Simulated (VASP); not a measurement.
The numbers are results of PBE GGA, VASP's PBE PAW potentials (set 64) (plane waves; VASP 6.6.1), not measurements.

A VASP calculation is set up with these files.

**POSCAR**
```
Li2O
1.0
  0.0000000000   2.3562000000   2.3562000000
  2.3562000000   0.0000000000   2.3562000000
  2.3562000000   2.3562000000   0.0000000000
Li O
2 1
Cartesian
  1.1781000000   1.1781000000   1.1781000000
  3.5343000000   3.5343000000   3.5343000000
  0.0000000000   0.0000000000   0.0000000000
```

File KPOINTS:
```
Regular mesh
0
Gamma
7 7 7
```

**INCAR**
```
ISIF  =  2
ENCUT  =  520
GGA  =  PE
LWAVE  =  .False.
ALGO  =  Fast
SIGMA  =  0.05
LASPH  =  .True.   # aspherical one-centre terms
LCHARG  =  .False.
ISMEAR  =  0   # Gaussian
LREAL  =  .False.   # projection in real space or not
PREC  =  Accurate
EDIFF  =  1E-6   # SCF stop (eV)
SYSTEM  =  Li2O
NELM  =  100   # most electronic steps
```

POTCAR, in this order: Li_sv O (PBE.64 set). Program: vasp_std.

The run wrote:

OSZICAR:
```
       N       E                     dE             d eps       ncg     rms          rms(c)
DAV:   1     0.439508441283E+02    0.43951E+02   -0.59854E+03   400   0.128E+03
DAV:   2    -0.104256777258E+02   -0.54377E+02   -0.51291E+02   458   0.241E+02
DAV:   3    -0.159536665793E+02   -0.55280E+01   -0.55069E+01   724   0.620E+01
DAV:   4    -0.161015034349E+02   -0.14784E+00   -0.14713E+00   486   0.857E+00
DAV:   5    -0.161031977616E+02   -0.16943E-02   -0.16943E-02   592   0.852E-01    0.746E+00
RMM:   6    -0.143678707872E+02    0.17353E+01   -0.42505E+00   419   0.142E+01    0.286E+00
RMM:   7    -0.143300442022E+02    0.37827E-01   -0.16019E-01   524   0.302E+00    0.154E+00
RMM:   8    -0.143310348578E+02   -0.99066E-03   -0.97493E-02   504   0.370E+00    0.504E-01
RMM:   9    -0.143294320112E+02    0.16028E-02   -0.29879E-02   621   0.120E+00    0.186E-01
RMM:  10    -0.143309694545E+02   -0.15374E-02   -0.10602E-02   613   0.741E-01    0.134E-01
RMM:  11    -0.143310680334E+02   -0.98579E-04   -0.31951E-03   581   0.433E-01    0.349E-02
RMM:  12    -0.143312167672E+02   -0.14873E-03   -0.14513E-03   653   0.247E-01    0.215E-02
RMM:  13    -0.143312811407E+02   -0.64373E-04   -0.57059E-04   617   0.151E-01    0.158E-02
RMM:  14    -0.143313106113E+02   -0.29471E-04   -0.24321E-04   600   0.953E-02    0.769E-03
RMM:  15    -0.143313224926E+02   -0.11881E-04   -0.10165E-04   585   0.607E-02    0.664E-03
RMM:  16    -0.143313291581E+02   -0.66655E-05   -0.44717E-05   571   0.413E-02    0.200E-03
RMM:  17    -0.143313311174E+02   -0.19593E-05   -0.18048E-05   527   0.255E-02    0.259E-04
RMM:  18    -0.143313320467E+02   -0.92929E-06   -0.73698E-06   445   0.177E-02
   1 F= -.14331332E+02 E0= -.14331332E+02  d E =-.449674E-14
```

File OUTCAR:
```
------------------------ aborting loop because EDIFF is reached ----------------------------------------
  FORCE on cell =-STRESS in cart. coord.  units (eV):
  Direction    XX          YY          ZZ          XY          YZ          ZX
  --------------------------------------------------------------------------------------
  Total       -0.6618953     -0.6618953     -0.6618953      0.0000000      0.0000000      0.0000000
  in kB      -40.5353017    -40.5353017    -40.5353017      0.0000000      0.0000000      0.0000000
  external PRESSURE =     -40.5353017 kB  Pullay stress =       0.0000000 kB
  volume of cell :       26.16
      direct lattice vectors                 reciprocal lattice vectors
     0.000000000  2.356200000  2.356200000    -0.212206095  0.212206095  0.212206095
     2.356200000  0.000000000  2.356200000     0.212206095 -0.212206095  0.212206095
     2.356200000  2.356200000  0.000000000     0.212206095  0.212206095 -0.212206095
 POSITION                                       TOTAL-FORCE (eV/Angst)
 -----------------------------------------------------------------------------------
      1.17810      1.17810      1.17810         0.000000      0.000000      0.000000
      3.53430      3.53430      3.53430        -0.000000     -0.000000     -0.000000
      0.00000      0.00000      0.00000        -0.000000     -0.000000     -0.000000
 -----------------------------------------------------------------------------------
    total drift:                                0.000000      0.000000      0.000000
  FREE ENERGIE OF THE ION-ELECTRON SYSTEM (eV)
  ---------------------------------------------------
  free  energy   TOTEN  =       -14.3313320467 eV

  energy  without entropy=      -14.3313320467  energy(sigma->0) =      -14.33133205
```
(Selected blocks of OUTCAR.)

The compound is Li2O in the antifluorite structure. The cell was not relaxed at this level. The run is one of a series of settings (ALGO = Fast against the base run), some of them coarse on purpose.
